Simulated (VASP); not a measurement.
# TaC (Fm-3m) in VASP: a series of runs

One crystal, TaC, is run at these levels: PBE; tasks: relaxation of cell and atoms.

Program: VASP 6.6.1. These are calculated values, not measurements. Logs are shortened: lines on timing, memory, paths and dates and some standing lists are left out, and cuts for length are marked.

### 1 The crystal as given

It takes space group Fm-3m (No. 225, cubic). The conventional cell has a = 4.446 Å, b = 4.446 Å, c = 4.446 Å, α = 90.00°, β = 90.00°, γ = 90.00°. Ta (site symmetry m-3m) has 6 C at 2.22 Å as nearest neighbours. Around C (site symmetry m-3m) lie 6 Ta at 2.22 Å.

### 2 Relaxation of cell and atoms, PBE

Input file INCAR:

```
PREC     = Accurate       # precision mode
ENCUT    = 520            # plane-wave cutoff, eV
EDIFF    = 1E-7           # SCF threshold, eV
ISMEAR   = 0              # smearing method
SIGMA    = 0.1            # smearing width, eV
LREAL    = F              # projectors in reciprocal space
LASPH    = T              # aspherical terms in the spheres
NELM     = 80             # most SCF steps
ALGO     = Normal         # electronic algorithm
ISIF     = 3              # what is computed and relaxed
LWAVE    = F              # write WAVECAR
LCHARG   = F              # write CHGCAR
GGA      = PE             # functional
IBRION   = 2              # ionic algorithm
NSW      = 80             # ionic steps
EDIFFG   = -0.002         # ionic threshold
```

Input file KPOINTS:

```
Automatic mesh
0
Gamma
  16 16 16
```

Input file POSCAR:

```
TaC
1.0
    0.0000000000      2.2230000000      2.2230000000
    2.2230000000      0.0000000000      2.2230000000
    2.2230000000      2.2230000000      0.0000000000
Ta C
1 1
Direct
    0.0000000000      0.0000000000      0.0000000000
    0.5000000000      0.5000000000      0.5000000000
```

Potentials or basis: VASP PAW PBE potentials, release 64 (Ta_pv, C).

Launch:

```bash
> cat potpaw_PBE.64/Ta_pv/POTCAR potpaw_PBE.64/C/POTCAR > POTCAR
> mpirun -np 1 vasp_std > vasp.out
```

OUTCAR:

```text
PREC = Accurate
   ENCUT = 520
   EDIFF = 1E-7
   ISMEAR = 0
   LREAL = F
   LASPH = T
   NELM = 80
   ISIF = 3
   GGA = PE
   IBRION = 2
   NSW = 80
   EDIFFG = -0.002

 ion  position               nearest neighbor table
   1  0.000  0.000  0.000-   2 2.22   2 2.22   2 2.22   2 2.22   2 2.22   2 2.22
   2  0.500  0.500  0.500-   1 2.22   1 2.22   1 2.22   1 2.22   1 2.22   1 2.22

  LATTYP: Found a face centered cubic cell.
 ALAT       =     4.4460000000

  Lattice vectors:

 A1 = (   0.0000000000,   2.2230000000,   2.2230000000)
 A2 = (   2.2230000000,   0.0000000000,   2.2230000000)
 A3 = (   2.2230000000,   2.2230000000,   0.0000000000)

Analysis of symmetry for initial positions (statically):
=====================================================================
 Subroutine PRICEL returns:
 Original cell was already a primitive cell.

 Routine SETGRP: Setting up the symmetry group for a
 face centered cubic supercell.

 Subroutine GETGRP returns: Found 48 space group operations
 (whereof 48 operations were pure point group operations)
 out of a pool of 48 trial point group operations.

The static configuration has the point symmetry O_h .

Analysis of symmetry for dynamics (positions and initial velocities):
=====================================================================
 Subroutine PRICEL returns:
 Original cell was already a primitive cell.

 Routine SETGRP: Setting up the symmetry group for a
 face centered cubic supercell.

 Subroutine GETGRP returns: Found 48 space group operations
 (whereof 48 operations were pure point group operations)
 out of a pool of 48 trial point group operations.

The dynamic configuration has the point symmetry O_h .

 Subroutine INISYM returns: Found 48 space group operations
 (whereof 48 operations are pure point group operations),
 and found     1 'primitive' translations

----------------------------------------------------------------------------------------

                                     Primitive cell

  volume of cell :      21.9709

  direct lattice vectors                    reciprocal lattice vectors
     0.000000000  2.223000000  2.223000000    -0.224921278  0.224921278  0.224921278
     2.223000000  0.000000000  2.223000000     0.224921278 -0.224921278  0.224921278
     2.223000000  2.223000000  0.000000000     0.224921278  0.224921278 -0.224921278

  length of vectors
     3.143796749  3.143796749  3.143796749     0.389575080  0.389575080  0.389575080

  position of ions in fractional coordinates (direct lattice)
     0.000000000  0.000000000  0.000000000
     0.500000000  0.500000000  0.500000000

  ion indices of the primitive-cell ions
   primitive index   ion index
                 1           1
                 2           2

----------------------------------------------------------------------------------------

 KPOINTS: Automatic mesh

Automatic generation of k-mesh.
 Grid dimensions read from file:
 generate k-points for:   16   16   16

 Generating k-lattice:

  Cartesian coordinates                     Fractional coordinates (reciprocal lattice)
    -0.014057580  0.014057580  0.014057580     0.062500000  0.000000000  0.000000000
     0.014057580 -0.014057580  0.014057580     0.000000000  0.062500000  0.000000000
     0.014057580  0.014057580 -0.014057580     0.000000000  0.000000000  0.062500000

  Length of vectors
     0.024348443  0.024348443  0.024348443

  Shift w.r.t. Gamma in fractional coordinates (k-lattice)
     0.000000000  0.000000000  0.000000000

 Subroutine IBZKPT returns following result:
 ===========================================

 Found    145 irreducible k-points:

 Following reciprocal coordinates:
            Coordinates               Weight
  0.000000  0.000000  0.000000      1.000000
  0.062500  0.000000  0.000000      8.000000
  0.125000  0.000000  0.000000      8.000000
  0.187500  0.000000  0.000000      8.000000
  0.250000  0.000000  0.000000      8.000000
  0.312500  0.000000  0.000000      8.000000
[... 16 lines left out ...]
 -0.125000  0.062500  0.000000     24.000000
 -0.062500  0.062500  0.000000     12.000000
 [... further k-points ...]
   k-points           NKPTS =    145   k-points in BZ     NKDIM =    145   number of bands    NBANDS=     11
   number of dos      NEDOS =    301   number of ions     NIONS =      2
   total plane-waves  NPLWV =  13824
   dimension x,y,z NGX =    24 NGY =   24 NGZ =   24
   dimension x,y,z NGXF=    48 NGYF=   48 NGZF=   48
   ions per type =               1   1
   NGX,Y,Z   is equivalent  to a cutoff of  12.69, 12.69, 12.69 a.u.
   NGXF,Y,Z  is equivalent  to a cutoff of  25.38, 25.38, 25.38 a.u.
 SYSTEM =  unknown system
   PREC   = accura    normal or accurate (medium, high low for compatibility)
   ISTART =      0    job   : 0-new  1-cont  2-samecut
   ICHARG =      2    charge: 1-file 2-atom 10-const
   ISPIN  =      1    spin polarized calculation?
   LNONCOLLINEAR =      F non collinear calculations
   LSORBIT =      F    spin-orbit coupling
   LASPH  =      T    aspherical Exc in radial PAW
   ENCUT  =  520.0 eV  38.22 Ry    6.18 a.u.   5.85  5.85  5.85*2*pi/ulx,y,z
   NELM   =     80;   NELMIN=  2; NELMDL= -5     # of ELM steps
   EDIFF  = 0.1E-06   stopping-criterion for ELM
   LREAL  =      F    real-space projection
   EDIFFG = -.2E-02   stopping-criterion for IOM
   NSW    =     80    number of steps for IOM
   IBRION =      2    ionic relax: 0-MD 1-quasi-New 2-CG
   NFREE  =      1    steps in history (QN), initial steepest desc. (CG)
   ISIF   =      3    stress and relaxation
   ISYM   =      2    0-nonsym 1-usesym 2-fastsym
   POTIM  = 0.5000    time-step for ionic-motion
   TEBEG  =    0.0;   TEEND  =   0.0 temperature during run
   PSTRESS=    0.0 pullay stress
   NELECT =      15.0000    total number of electrons
   NUPDOWN=      -1.0000    fix difference up-down
   EMIN   =  10.00;   EMAX   =-10.00  energy-range for DOS
   EFERMI =   0.00;   METHOD = LEGACY
   ISMEAR =     0;   SIGMA  =   0.10  broadening in eV -4-tet -1-fermi 0-gaus
   EFERMI_NEDOS =   21; number of points for ismear=-14 and -15
   IALGO  =     38    algorithm
   IMIX   =      4    mixing-type and parameters
     AMIX     =   0.40;   BMIX     =  1.00
     AMIX_MAG =   1.60;   BMIX_MAG =  1.00
  volume/ion in A,a.u.               =      10.99        74.13
  Fermi-wavevector in a.u.,A,eV,Ry     =   1.441526  2.724089 28.272865  2.077997
  Thomas-Fermi vector in A             =   2.560148
   LORBIT       =      0    0 simple, 1 ext, 2 COOP (PROOUT), +10 PAW based schemes
   GGA     = PE    functional components
   LHFCALC =     F    Hartree Fock is set to
   AEXX    =    0.0000 exact exchange contribution
   IVDW    =     0    specifies the selected vdW correction
   LEPSILON=     F    determine dielectric tensor
   LRPA    =     F    only Hartree local field effects (RPA)
 conjugate gradient relaxation of ions
 non-spin polarized calculation
 Gauss-broadening in eV      SIGMA  =   0.10
  energy-cutoff  :      520.00
  volume of cell :       21.97
 maximum number of plane-waves:       609
   NGX = 11   NGY = 11   NGZ = 11

--------------------------------------- Ionic step        1  -------------------------------------------

 number of electron      15.0000001 magnetization

 Free energy of the ion-electron system (eV)
  ---------------------------------------------------
  ext. energy  EPLUGINS =         0.00000000
  ---------------------------------------------------
  free energy    TOTEN  =       -22.19621381 eV

  energy without entropy =      -22.19460061  energy(sigma->0) =      -22.19540721

------------------------ aborting loop because EDIFF is reached ----------------------------------------

  FORCE on cell =-STRESS in cart. coord.  units (eV):
  Direction    XX          YY          ZZ          XY          YZ          ZX
  --------------------------------------------------------------------------------------
  -------------------------------------------------------------------------------------
  Total        1.0182605      1.0182605      1.0182605      0.0000000      0.0000000      0.0000000
  in kB       74.2542106     74.2542106     74.2542106      0.0000000      0.0000000      0.0000000
  external PRESSURE =      74.2542106 kB  Pullay stress =       0.0000000 kB
[... 93 lines left out ...]
  energy  without entropy=      -22.2055395932  energy(sigma->0) =      -22.20636806

--------------------------------------- Ionic step        4  -------------------------------------------

 number of electron      14.9999998 magnetization

 Free energy of the ion-electron system (eV)
  ---------------------------------------------------
  ext. energy  EPLUGINS =         0.00000000
  ---------------------------------------------------
  free energy    TOTEN  =       -22.20719993 eV

  energy without entropy =      -22.20554393  energy(sigma->0) =      -22.20637193

 E-fermi :   8.2188     XC(G=0): -13.1213

 val. band max:        8.1928382521   @ k =   0.4375   0.1875   0.0625
 cond. band min:       8.2391258936   @ k =   0.1250   0.0625   0.0000
 fundamental gap:      0.0462876415
 Fermi energy:         8.2187910431

 k-point     1 :       0.0000    0.0000    0.0000
  band No.  band energies     occupation
      1     -26.8792      2.00000
      2     -26.8792      2.00000
      3     -26.8792      2.00000
      4      -6.4703      2.00000
      5       6.9327      2.00000
      6       6.9327      2.00000
      7       6.9327      2.00000
      8       7.7691      2.00000
      9       7.7691      2.00000
     10       7.7691      2.00000
     11       8.8743      0.00000
[... 309 lines left out ...]
 k-point    24 :      -0.0625    0.0625    0.0000
  band No.  band energies     occupation
      1     -26.9438      2.00000
      2     -26.8975      2.00000
      3     -26.8814      2.00000
      4      -6.1859      2.00000
      5       5.8189      2.00000
      6       6.0159      2.00000
      7       6.1385      2.00000
      8       7.0983      2.00000
      9       7.9812      1.99922
     10       8.5584      0.00000
     11       9.8285      0.00000

 [... further k-points ...]

------------------------ aborting loop because EDIFF is reached ----------------------------------------

  FORCE on cell =-STRESS in cart. coord.  units (eV):
  Direction    XX          YY          ZZ          XY          YZ          ZX
  --------------------------------------------------------------------------------------
  -------------------------------------------------------------------------------------
  Total        0.0023580      0.0023580      0.0023580      0.0000000      0.0000000      0.0000000
  in kB        0.1682487      0.1682487      0.1682487      0.0000000      0.0000000      0.0000000
  external PRESSURE =       0.1682487 kB  Pullay stress =       0.0000000 kB
[... 17 lines left out ...]
  FREE ENERGIE OF THE ION-ELECTRON SYSTEM (eV)
  ---------------------------------------------------
  free  energy   TOTEN  =       -22.2071999339 eV

  energy  without entropy=      -22.2055439323  energy(sigma->0) =      -22.20637193

 reached required accuracy - stopping structural energy minimisation
```

It took 56 s on 1 thread of AMD EPYC 9R14 (Zen 4), shared host; peak memory 0.15 GiB.

What came out:

| Quantity | Value |
| --- | --- |
| Free energy | -22.2072 eV |
| Relaxed volume | 11.23 Å³/atom |
| Relaxed cell | a = 3.167 Å, b = 3.167 Å, c = 3.167 Å, α = 60.00°, β = 60.00°, γ = 60.00° |
| Space group after relaxing (to 0.05 Å) | Fm-3m (No. 225) |
| Energy gained by relaxing | 5.5 meV/atom |
| Ionic steps | 4 |
| Pressure after relaxing | 0.0 GPa |
| Band gap on the k mesh | none (metal or under the smearing width) |

The path:
| step | energy change (eV) | largest force (eV/Å) | pressure (GPa) | volume (Å³) |
| --- | --- | --- | --- | --- |
| 1 | 0.0000 | 0.0000 | 7.43 | 21.97 |
| 2 | 0.0460 | 0.0000 | -14.87 | 23.63 |
| 3 | -0.0110 | 0.0000 | -0.12 | 22.46 |
| 4 | -0.0110 | 0.0000 | 0.02 | 22.45 |

Final structure:
```xyz
2
Lattice="0.0000 2.2392 2.2392 2.2392 0.0000 2.2392 2.2392 2.2392 0.0000" Properties=species:S:1:pos:R:3 pbc="T T T"
Ta    0.0000    0.0000    0.0000
C     2.2392    2.2392    2.2392
```

The run has no spin-orbit coupling, so splittings on Ta are missing. Zero-point motion and thermal expansion aren't in these numbers.

### 3 Relaxation of cell and atoms, PBE

This run uses another cell than the first one, of 11.23 Å³/atom, 1.022 times its volume.

INCAR is that of step 2.

KPOINTS is that of step 2.

Input file POSCAR:

```
TaC                                     
1.0
    0.0000000000      2.2391768578      2.2391768578
    2.2391768578     -0.0000000000      2.2391768578
    2.2391768578      2.2391768578      0.0000000000
  Ta              C             
     1     1
Direct
     0.0000000000000000    0.0000000000000000    0.0000000000000000
     0.5000000000000000    0.5000000000000000    0.5000000000000000
```

Potentials or basis: VASP PAW PBE potentials, release 64 (Ta_pv, C).

Launch:

```bash
> cat potpaw_PBE.64/Ta_pv/POTCAR potpaw_PBE.64/C/POTCAR > POTCAR
> mpirun -np 1 vasp_std > vasp.out
```

OUTCAR:

```text
PREC = Accurate
   ENCUT = 520
   EDIFF = 1E-7
   ISMEAR = 0
   LREAL = F
   LASPH = T
   NELM = 80
   ISIF = 3
   GGA = PE
   IBRION = 2
   NSW = 80
   EDIFFG = -0.002

 ion  position               nearest neighbor table
   1  0.000  0.000  0.000-   2 2.24   2 2.24   2 2.24   2 2.24   2 2.24   2 2.24
   2  0.500  0.500  0.500-   1 2.24   1 2.24   1 2.24   1 2.24   1 2.24   1 2.24

  LATTYP: Found a face centered cubic cell.
 ALAT       =     4.4783537156

  Lattice vectors:

 A1 = (   0.0000000000,   2.2391768578,   2.2391768578)
 A2 = (   2.2391768578,   0.0000000000,   2.2391768578)
 A3 = (   2.2391768578,   2.2391768578,   0.0000000000)

Analysis of symmetry for initial positions (statically):
=====================================================================
 Subroutine PRICEL returns:
 Original cell was already a primitive cell.

 Routine SETGRP: Setting up the symmetry group for a
 face centered cubic supercell.

 Subroutine GETGRP returns: Found 48 space group operations
 (whereof 48 operations were pure point group operations)
 out of a pool of 48 trial point group operations.

[... 176 lines left out ...]
      4      -6.4703      2.00000
      5       6.9327      2.00000
      6       6.9327      2.00000
      7       6.9327      2.00000
      8       7.7692      2.00000
      9       7.7692      2.00000
     10       7.7692      2.00000
     11       8.8743      0.00000
[... 309 lines left out ...]
 k-point    24 :      -0.0625    0.0625    0.0000
  band No.  band energies     occupation
      1     -26.9439      2.00000
      2     -26.8976      2.00000
      3     -26.8816      2.00000
      4      -6.1858      2.00000
      5       5.8189      2.00000
      6       6.0158      2.00000
      7       6.1385      2.00000
      8       7.0983      2.00000
      9       7.9811      1.99922
     10       8.5584      0.00000
     11       9.8284      0.00000

 [... further k-points ...]

------------------------ aborting loop because EDIFF is reached ----------------------------------------

  FORCE on cell =-STRESS in cart. coord.  units (eV):
  Direction    XX          YY          ZZ          XY          YZ          ZX
  --------------------------------------------------------------------------------------
  -------------------------------------------------------------------------------------
  Total        0.0034950      0.0034950      0.0034950     -0.0000000      0.0000000      0.0000000
  in kB        0.2493822      0.2493822      0.2493822     -0.0000000      0.0000000      0.0000000
  external PRESSURE =       0.2493822 kB  Pullay stress =       0.0000000 kB

 VOLUME and BASIS-vectors are now :
 -----------------------------------------------------------------------------
  energy-cutoff  :      520.00
  volume of cell :       22.45
      direct lattice vectors                 reciprocal lattice vectors
     0.000000000  2.239176858  2.239176858    -0.223296341  0.223296341  0.223296341
     2.239176858  0.000000000  2.239176858     0.223296341 -0.223296341  0.223296341
     2.239176858  2.239176858  0.000000000     0.223296341  0.223296341 -0.223296341

 POSITION                                       TOTAL-FORCE (eV/Angst)
 -----------------------------------------------------------------------------------
      0.00000      0.00000      0.00000        -0.000000      0.000000     -0.000000
      2.23918      2.23918      2.23918         0.000000      0.000000      0.000000
 -----------------------------------------------------------------------------------
    total drift:                                0.000000     -0.000000     -0.000000

  FREE ENERGIE OF THE ION-ELECTRON SYSTEM (eV)
  ---------------------------------------------------
  free  energy   TOTEN  =       -22.2074344056 eV

  energy  without entropy=      -22.2057784098  energy(sigma->0) =      -22.20660641

 reached required accuracy - stopping structural energy minimisation
```

OSZICAR:

```text
N       E                     dE             d eps       ncg     rms          rms(c)
DAV:   1     0.783394693880E+02    0.78339E+02   -0.83198E+03  3190   0.133E+03
DAV:   2    -0.224023235314E+02   -0.10074E+03   -0.96396E+02  3615   0.317E+02
DAV:   3    -0.256394323958E+02   -0.32371E+01   -0.31770E+01  4106   0.514E+01
DAV:   4    -0.256897606337E+02   -0.50328E-01   -0.50048E-01  3740   0.582E+00
DAV:   5    -0.256906525458E+02   -0.89191E-03   -0.89058E-03  4079   0.608E-01    0.239E+01
DAV:   6    -0.222906761622E+02    0.34000E+01   -0.16484E+01  3495   0.320E+01    0.924E+00
DAV:   7    -0.222334748901E+02    0.57201E-01   -0.33777E-01  3556   0.525E+00    0.562E+00
DAV:   8    -0.222091819293E+02    0.24293E-01   -0.74084E-02  3435   0.258E+00    0.391E-01
DAV:   9    -0.222077169582E+02    0.14650E-02   -0.12927E-02  3644   0.734E-01    0.190E-01
DAV:  10    -0.222074453708E+02    0.27159E-03   -0.18559E-03  3603   0.396E-01    0.273E-02
DAV:  11    -0.222074378734E+02    0.74974E-05   -0.50585E-05  3777   0.810E-02    0.192E-02
DAV:  12    -0.222074346779E+02    0.31955E-05   -0.10955E-05  3621   0.330E-02    0.847E-03
DAV:  13    -0.222074344114E+02    0.26651E-06   -0.42286E-07  3482   0.808E-03    0.829E-04
DAV:  14    -0.222074344056E+02    0.57698E-08   -0.97541E-09  1748   0.104E-03
   1 F= -.22207434E+02 E0= -.22206606E+02  d E =-.222074E+02
```

It took 20 s on 1 thread of AMD EPYC 9R14 (Zen 4), shared host; peak memory 0.14 GiB.

What came out:

```yaml
Free_energy: -22.2074 eV
Pressure_after_relaxing: 0.0 GPa
Band_gap_on_the_k_mesh: none (metal or under the smearing width)
```

Final structure:
```cif
data_structure
_symmetry_space_group_name_H-M 'P 1'
_symmetry_Int_Tables_number 1
_cell_length_a 3.1667
_cell_length_b 3.1667
_cell_length_c 3.1667
_cell_angle_alpha 60.000
_cell_angle_beta 60.000
_cell_angle_gamma 60.000
_cell_volume 22.45
loop_
_atom_site_label
_atom_site_type_symbol
_atom_site_fract_x
_atom_site_fract_y
_atom_site_fract_z
_atom_site_occupancy
Ta1 Ta 0.00000 0.00000 0.00000 1
C1 C 0.50000 0.50000 0.50000 1
```

Levels at points of the mesh, in eV from the Fermi level:
| k point | band 6 | band 7 | band 8 | band 9 | band 10 | band 11 |
| --- | --- | --- | --- | --- | --- | --- |
| (0.00, 0.00, 0.00) | -1.29 | -1.29 | -0.45 | -0.45 | -0.45 | 0.66 |
| (0.50, 0.00, 0.00) | -5.38 | -5.38 | 2.68 | 2.68 | 3.64 | 5.37 |
| (0.50, 0.50, 0.00) | -4.44 | -1.75 | -1.75 | 2.57 | 4.02 | 4.02 |

Caveat: the relaxation stopped at its first step, so nothing moved. Spin-orbit coupling is left out, which matters for the levels of Ta.
